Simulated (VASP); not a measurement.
## AlN in VASP 6.6.1, single-point calculation

INCAR

```
IBRION = -1
LASPH = .TRUE.
LCHARG = .FALSE.
ISYM = -1
ISMEAR = 0
NELM = 120
ALGO = Normal
EDIFF = 1E-7
ENCUT = 520
ISIF = 2
PREC = Accurate
NSW = 0
NBANDS = 11
METAGGA = R2SCAN
LREAL = .FALSE.
LWAVE = .FALSE.
SIGMA = 0.01
```

KPOINTS

```
KPOINTS created by Atomic Simulation Environment
0
Gamma
4 4 4
0 0 0
```

POSCAR

```
Al N
 1.0000000000000000
     0.0000000000000000    2.0188684453999999    2.0188684453999999
     2.0087741031999999    0.0000000000000000    2.0188684453999999
     2.0087741031999999    2.0188684453999999    0.0000000000000000
 Al  N
   1   1
Cartesian
  0.0000000000000000  0.0000000000000000  0.0000000000000000
  2.0087741032000004  2.0188684453999999  2.0188684453999999
```

The recommended PBE PAW datasets give the neutral cell 8 valence electrons.

Command

```
mpirun -np 1 vasp_std
```

OSZICAR

```
N       E                     dE             d eps       ncg     rms          rms(c)
DAV:   1     0.572090340559E+01    0.57209E+01   -0.42295E+03  1456   0.651E+02
DAV:   2    -0.217170394281E+02   -0.27438E+02   -0.26015E+02  1726   0.146E+02
DAV:   3    -0.225186299256E+02   -0.80159E+00   -0.79993E+00  1700   0.226E+01
DAV:   4    -0.225222216993E+02   -0.35918E-02   -0.35915E-02  1573   0.163E+00
DAV:   5    -0.225222553924E+02   -0.33693E-04   -0.33693E-04  1684   0.150E-01    0.800E+00
DAV:   6    -0.187478563177E+02    0.37744E+01   -0.53932E+00  1528   0.126E+01    0.353E+00
DAV:   7    -0.188033394404E+02   -0.55483E-01   -0.43525E-01  1642   0.462E+00    0.209E+00
DAV:   8    -0.188230001295E+02   -0.19661E-01   -0.39335E-02  1438   0.151E+00    0.343E-01
DAV:   9    -0.188225011147E+02    0.49901E-03   -0.22458E-03  1600   0.305E-01    0.115E-01
DAV:  10    -0.188226427242E+02   -0.14161E-03   -0.29426E-04  1462   0.135E-01    0.791E-02
DAV:  11    -0.188226464534E+02   -0.37292E-05   -0.75844E-05  1648   0.509E-02    0.134E-02
DAV:  12    -0.188226467862E+02   -0.33281E-06   -0.27290E-06  1552   0.142E-02    0.278E-03
DAV:  13    -0.188226466990E+02    0.87226E-07   -0.56325E-07  1573   0.444E-03
   1 F= -.18822647E+02 E0= -.18822647E+02  d E =-.495293-105
```

Standard output (part)

```
POSCAR found type information on POSCAR AlN
 POSCAR found :  2 types and       2 ions
 LDA part: xc-table for (None), standard interpolation
 POSCAR, INCAR and KPOINTS ok, starting setup
 WAVECAR not read
 entering main loop
```

From OUTCAR

```
k-points           NKPTS =     64   k-points in BZ     NKDIM =     64   number of bands    NBANDS=     11

   NELECT =       8.0000    total number of electrons

   dimension x,y,z NGX =    24 NGY =   24 NGZ =   24
   dimension x,y,z NGXF=    48 NGYF=   48 NGZF=   48

  energy-cutoff  :      520.00
  volume of cell :       16.37
      direct lattice vectors                 reciprocal lattice vectors
     0.000000000  2.018868445  2.018868445    -0.248908028  0.247663488  0.247663488
     2.008774103  0.000000000  2.018868445     0.248908028 -0.247663488  0.247663488
     2.008774103  2.018868445  0.000000000     0.248908028  0.247663488 -0.247663488

 k-points in reciprocal lattice and weights: KPOINTS created by Atomic Simulation Env
   0.00000000  0.00000000  0.00000000       0.016
   0.25000000  0.00000000  0.00000000       0.016
   0.50000000  0.00000000  0.00000000       0.016
  -0.25000000 -0.00000000 -0.00000000       0.016
   0.00000000  0.25000000 -0.00000000       0.016
   0.25000000  0.25000000  0.00000000       0.016
   0.50000000  0.25000000  0.00000000       0.016
  -0.25000000  0.25000000 -0.00000000       0.016
   ...

 E-fermi :  10.1022

 k-point     1 :       0.0000    0.0000    0.0000
  band No.  band energies     occupation
      1      -8.5602      2.00000
      2       9.9118      2.00000
      3       9.9493      2.00000
      4       9.9493      2.00000
      5      16.5821      0.00000
      6      22.8170      0.00000
      7      22.8170      0.00000
      8      22.8877      0.00000
      9      28.4558      0.00000
     10      28.6270      0.00000
     11      28.6544      0.00000

 k-point     2 :       0.2500    0.0000    0.0000
  band No.  band energies     occupation
      1      -7.3037      2.00000
      2       5.4663      2.00000
      3       9.2943      2.00000
      4       9.2954      2.00000
      5      17.7007      0.00000
      6      22.1743      0.00000
      7      23.1175      0.00000
      8      23.2315      0.00000
      9      27.1541      0.00000
     10      27.1832      0.00000
     11      28.6585      0.00000

 k-point     3 :       0.5000    0.0000    0.0000
  band No.  band energies     occupation
      1      -5.2746      2.00000
      2       1.4129      2.00000
      3       8.7494      2.00000
      4       8.7698      2.00000
      5      16.8833      0.00000
      6      21.8159      0.00000
      7      21.9368      0.00000
      8      24.7172      0.00000
      9      27.4742      0.00000
     10      32.0159      0.00000
     11      32.0288      0.00000

 k-point     4 :      -0.2500   -0.0000   -0.0000
  band No.  band energies     occupation
      1      -7.3037      2.00000
      2       5.4663      2.00000
      3       9.2943      2.00000
      4       9.2954      2.00000
      5      17.7007      0.00000
      6      22.1743      0.00000
      7      23.1175      0.00000
      8      23.2315      0.00000
      9      27.1541      0.00000
     10      27.1832      0.00000
     11      28.6585      0.00000

 k-point     5 :       0.0000    0.2500   -0.0000
  band No.  band energies     occupation
      1      -7.3037      2.00000
      2       5.4663      2.00000
      3       9.2943      2.00000
      4       9.2954      2.00000
      5      17.7007      0.00000
      6      22.1743      0.00000
      7      23.1175      0.00000
      8      23.2315      0.00000
      9      27.1541      0.00000
     10      27.1832      0.00000
     11      28.6585      0.00000

 ...

  Total        0.1803752      0.0311353      0.0311351     -0.0000005      0.0000005     -0.0000005
  in kB       17.6486001      3.0463924      3.0463809     -0.0000486      0.0000478     -0.0000454
  external PRESSURE =       7.9137911 kB  Pullay stress =       0.0000000 kB

 POSITION                                       TOTAL-FORCE (eV/Angst)
 -----------------------------------------------------------------------------------
      0.00000      0.00000      0.00000         0.000000     -0.000000     -0.000000
      2.00877      2.01887      2.01887        -0.000000      0.000000      0.000000
 -----------------------------------------------------------------------------------
    total drift:                                0.000000      0.000000      0.000000

  FREE ENERGIE OF THE ION-ELECTRON SYSTEM (eV)
  ---------------------------------------------------
  free  energy   TOTEN  =       -18.8226466990 eV

  energy  without entropy=      -18.8226466990  energy(sigma->0) =      -18.82264670
```

It converged. Results: gap between bands v and c on the k mesh 5.49 eV; least direct gap on the k mesh 6.63 eV; pressure 0.8 GPa. Band v is the last that the valence electrons fill when counted band by band, and c is the next.

These settings aren't sound, so the numbers aren't properties of the crystal.

On sound settings r²SCAN gives a gap of 5.53 eV on its mesh and a pressure of 0.6 GPa for the intended cell.

The run took about 29 s on one core of a shared host (Intel Xeon Platinum 8488C) and held 0.14 GiB at most.
